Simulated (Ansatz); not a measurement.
# Ansatz 0.2.0, vacancy hop by nudged elastic band: LiBr

The command:

```bash
ansatz run input.yaml --threads 4 --pin off --max-ram 8192MiB --backend cpu --events-out ev --progress --plain --runs-dir out
```

Input:

```yaml
crystal:
  lattice:
    - [0.0, 5.43596, 5.43596]
    - [5.43596, 0.0, 5.43596]
    - [5.43596, 5.43596, 0.0]
  atoms:
    - { symbol: Li, position: [0.00212354, 0.00075863, 0.00124326] }
    - { symbol: Br, position: [0.24666482, 0.25648307, 0.24766963] }
    - { symbol: Li, position: [-0.0006395, -0.00384557, 0.50527041] }
    - { symbol: Br, position: [0.24900779, 0.24593753, 0.74971812] }
    - { symbol: Li, position: [0.00457386, 0.49686036, -0.00055183] }
    - { symbol: Br, position: [0.25551126, 0.75085879, 0.24714232] }
    - { symbol: Br, position: [0.25395318, 0.74797733, 0.74563946] }
    - { symbol: Li, position: [0.50118164, -0.00323972, -0.00152905] }
    - { symbol: Br, position: [0.74881703, 0.24881518, 0.25521028] }
    - { symbol: Li, position: [0.49882458, 0.00295009, 0.49898873] }
    - { symbol: Br, position: [0.75046813, 0.24787369, 0.75260207] }
    - { symbol: Li, position: [0.49421387, 0.5010424, -0.00513431] }
    - { symbol: Br, position: [0.75594249, 0.74934315, 0.24891258] }
    - { symbol: Li, position: [0.49836911, 0.50366357, 0.49697802] }
    - { symbol: Br, position: [0.7495737, 0.74985985, 0.75491257] }
kpoints:
  mp_grid: { grid: [2, 2, 2] }
magnetization:
  spin_polarized: false
scf:
  occupations: { method: fermi_dirac, width: 0.05 }
hamiltonian:
  pseudopotentials: { kind: paw }
  xc: pbe
basis:
  ecutwfc: 420
neb:
  images: 5
  relax_end_points: true
  climbing: true
  f_tol: 0.05
  max_iterations: 40
  order_check: false
  final_atoms:
    - { symbol: Li, position: [0.00212354, 0.00075863, 0.00124326] }
    - { symbol: Br, position: [0.24666482, 0.25648307, 0.24766963] }
    - { symbol: Li, position: [-0.0006395, -0.00384557, 0.50527041] }
    - { symbol: Br, position: [0.24900779, 0.24593753, 0.74971812] }
    - { symbol: Li, position: [0.00457386, 0.49686036, -0.00055183] }
    - { symbol: Br, position: [0.25551126, 0.75085879, 0.24714232] }
    - { symbol: Br, position: [0.25395318, 0.74797733, 0.74563946] }
    - { symbol: Li, position: [0.50118164, -0.00323972, -0.00152905] }
    - { symbol: Br, position: [0.74881703, 0.24881518, 0.25521028] }
    - { symbol: Li, position: [0.49882458, 0.00295009, 0.49898873] }
    - { symbol: Br, position: [0.75046813, 0.24787369, 0.75260207] }
    - { symbol: Li, position: [0.99844072, 0.50298645, -0.49804374] }
    - { symbol: Br, position: [0.75594249, 0.74934315, 0.24891258] }
    - { symbol: Li, position: [0.49836911, 0.50366357, 0.49697802] }
    - { symbol: Br, position: [0.7495737, 0.74985985, 0.75491257] }
```

Origin of the cell: a database entry, scaled a little.

The cell is 2×2×2 cells of LiBr with one Li taken out; atom 12 (Li) hops into the empty site, 3.83 Å away before the end points are relaxed. All atoms were shaken by about 0.02 Å first.

Output (shortened):

```
SCF iter   1: F=—  HF=-23718.952790 eV  Δρ=1.48e-3  dr2=1.47e-2  defer=5
SCF iter   2: F=—  HF=-23718.951978 eV  Δρ=7.48e-4  dr2=5.17e-3  defer=11
SCF iter   3: F=—  HF=-23718.951092 eV  Δρ=2.15e-4  dr2=4.39e-4  defer=11
[… 2 lines left out …]
SCF iter   6: F=—  HF=-23718.950989 eV  Δρ=1.02e-5  dr2=8.80e-7  defer=11
SCF iter   7: F=—  HF=-23718.950990 eV  Δρ=3.76e-6  dr2=1.26e-7  defer=11
SCF iter   8: F=-23718.950990 eV  HF=-23718.950990 eV  Δρ=1.18e-6  dr2=1.07e-8
NEB iter   1: max|band force component| = 2.650e0 eV/Å  barrier→ = 1.6832 eV  barrier← = 1.6832 eV  Δτ_max = 0.1435 Å  (69 SCF iters)
NEB iter   2: max|band force component| = 1.189e0 eV/Å  barrier→ = 0.9138 eV  barrier← = 0.9138 eV  Δτ_max = 0.1930 Å  (43 SCF iters)
NEB iter   3: max|band force component| = 2.659e-1 eV/Å  barrier→ = 0.7008 eV  barrier← = 0.7008 eV  CI = image 3  Δτ_max = 0.1116 Å  (43 SCF iters)
NEB iter   4: max|band force component| = 7.633e-2 eV/Å  barrier→ = 0.5906 eV  barrier← = 0.5906 eV  CI = image 3  Δτ_max = 0.0215 Å  (33 SCF iters)
NEB iter   5: max|band force component| = 4.193e-2 eV/Å  barrier→ = 0.5842 eV  barrier← = 0.5842 eV  CI = image 3  Δτ_max = 0.0264 Å  (33 SCF iters)
NEB iter   6: max|band force component| = 5.573e-2 eV/Å  barrier→ = 0.5813 eV  barrier← = 0.5813 eV  CI = image 3  Δτ_max = 0.0302 Å  (7 SCF iters)
NEB iter   7: max|band force component| = 1.350e-2 eV/Å  barrier→ = 0.5812 eV  barrier← = 0.5812 eV  CI = image 3  Δτ_max = 0.0000 Å  (34 SCF iters)
--- NEB band (7 images, 7 band iterations, 262 SCF iterations, 44 more in tests of the images' electronic states and relaxations of end points) ---
  forward barrier  = 0.581154 eV
  backward barrier = 0.581155 eV
  lagrangian_above_aufbau_ev (what the smearing adds, to first order; not taken off the barriers): saddle image -0.065524 eV, end points -0.067561 and -0.067589 eV
  climbing image's point = of an order that was not read
  energies are F+E_penalty+E_count in eV, relative to image 0
  image     s (Å)  Δ vs image 0  max|band force component| (eV/Å)
      0    0.0000      0.000000                                 —
      1    0.6741      0.107413                          1.157e-2
      2    1.3482      0.378273                          1.147e-2
  *   3    2.0224      0.581154                          1.200e-2
      4    2.6953      0.378999                          1.350e-2
      5    3.3682      0.108243                          1.229e-2
      6    4.0410     -0.000001                                 —
```

The converged band:

| image | path over all atoms (Å) | ΔF (eV) | Li x | y | z (Å) |
| --- | --- | --- | --- | --- | --- |
| 0 | 0.00 | 0.000 | 2.71 | 2.72 | 5.44 |
| 1 | 0.67 | 0.107 | 2.28 | 2.72 | 5.87 |
| 2 | 1.35 | 0.378 | 1.83 | 2.71 | 6.32 |
| 3 | 2.02 | 0.581 | 1.36 | 2.71 | 6.80 |
| 4 | 2.70 | 0.379 | 0.88 | 2.72 | 7.27 |
| 5 | 3.37 | 0.108 | 0.43 | 2.72 | 7.72 |
| 6 | 4.04 | 0.000 | 0.01 | 2.72 | 8.16 |

Relaxed start, forces in eV/Å:

```xyz
15
Lattice="0.000 5.436 5.436 5.436 0.000 5.436 5.436 5.436 0.000" Properties=species:S:1:pos:R:3:forces:R:3 pbc="T T T" image=0
Li    0.000    0.006    0.004   -0.003   -0.003   -0.002
Br    2.691    2.719    2.720   -0.005    0.002   -0.002
Li    2.715    2.720   -0.003    0.000    0.001    0.002
Br    5.433    5.461    2.718    0.002    0.004    0.002
Li    2.713    0.004    2.721    0.003   -0.002   -0.001
Br    5.433    2.721    5.464    0.000   -0.001    0.000
Br    8.149    5.438    5.439    0.002   -0.001   -0.001
Li   -0.003    2.718    2.717    0.001    0.002    0.002
Br    2.717    5.439    5.437   -0.002   -0.002    0.002
Li    2.718    5.437    2.722   -0.002    0.001   -0.002
Br    5.434    8.157    5.410   -0.001   -0.002   -0.001
Li    2.712    2.716    5.435    0.002    0.004    0.002
Br    5.433    5.416    8.157    0.001   -0.005   -0.002
Li    5.433    5.435    5.438    0.001    0.003    0.000
Br    8.177    8.157    8.154    0.000    0.000    0.001
```

Highest image (3), forces in eV/Å:

```xyz
15
Lattice="0.000 5.436 5.436 5.436 0.000 5.436 5.436 5.436 0.000" Properties=species:S:1:pos:R:3:forces:R:3 pbc="T T T" image=3
Li   -0.076    0.097   -0.072    0.000   -0.001    0.000
Br    2.682    2.722    2.685   -0.001    0.001   -0.001
Li    2.604    2.722    0.115   -0.002    0.000    0.002
Br    5.489    5.308    2.667   -0.001   -0.001    0.001
Li    2.791    0.097    2.795    0.000   -0.001    0.000
Br    5.470    2.723    5.474    0.001    0.000    0.001
Br    8.099    5.576    5.493   -0.001    0.002    0.001
Li    0.112    2.724    2.608    0.003    0.000   -0.002
Br    2.663    5.308    5.492    0.001   -0.001   -0.001
Li    2.793    5.347    2.797    0.001    0.000    0.000
Br    5.193    8.160    5.196    0.004    0.005    0.004
Li    1.358    2.710    6.797    0.000   -0.012    0.000
Br    5.489    5.576    8.102    0.001    0.002   -0.001
Li    5.359    5.347    5.363    0.000    0.000   -0.001
Br    8.395    8.159    8.398   -0.004    0.006   -0.003
```

Relaxed end, forces in eV/Å:

```xyz
15
Lattice="0.000 5.436 5.436 5.436 0.000 5.436 5.436 5.436 0.000" Properties=species:S:1:pos:R:3:forces:R:3 pbc="T T T" image=6
Li    0.001    0.006    0.003    0.000    0.000    0.002
Br    2.719    2.723    2.697   -0.002    0.001   -0.001
Li    2.718    2.726    0.001    0.001   -0.001    0.003
Br    5.435    5.441    2.720    0.004    0.002    0.002
Li    2.719    0.008    2.724   -0.002    0.000   -0.002
Br    5.461    2.725    5.440    0.001   -0.003   -0.002
Br    8.153    5.416    5.440    0.003    0.001    0.000
Li   -0.005    2.725    2.720    0.005   -0.003    0.001
Br    2.720    5.470    5.439   -0.002   -0.002    0.002
Li    2.718    5.440    2.722    0.002    0.001    0.000
Br    5.412    8.160    5.439   -0.001    0.000    0.000
Li    0.006    2.722    8.156   -0.004    0.003    0.000
Br    5.437    5.443    8.160    0.001   -0.001   -0.001
Li    5.437    5.439    5.443   -0.001    0.003   -0.004
Br    8.156    8.161    8.182   -0.004    0.000    0.001
```

Barrier of this path: 0.58 eV forwards, 0.58 eV backwards, after 7 band iterations.

Caveats: no moments, though an odd count or open d shells may carry them; the k mesh is coarse if the cell is a metal; a small cell with a neutral vacancy and no spin, whose shape can make like sites unlike; the cell is held at a rescaled volume, and strain moves barriers; the hop was drawn among near neighbours and need not be the easiest path; few images and a loose tolerance, and neither the top nor the ends were tested for their order.

The run took 110 s on 4 threads of Arm Neoverse V1 (shared host), peak memory 1.4 GiB, from the program's own first density.
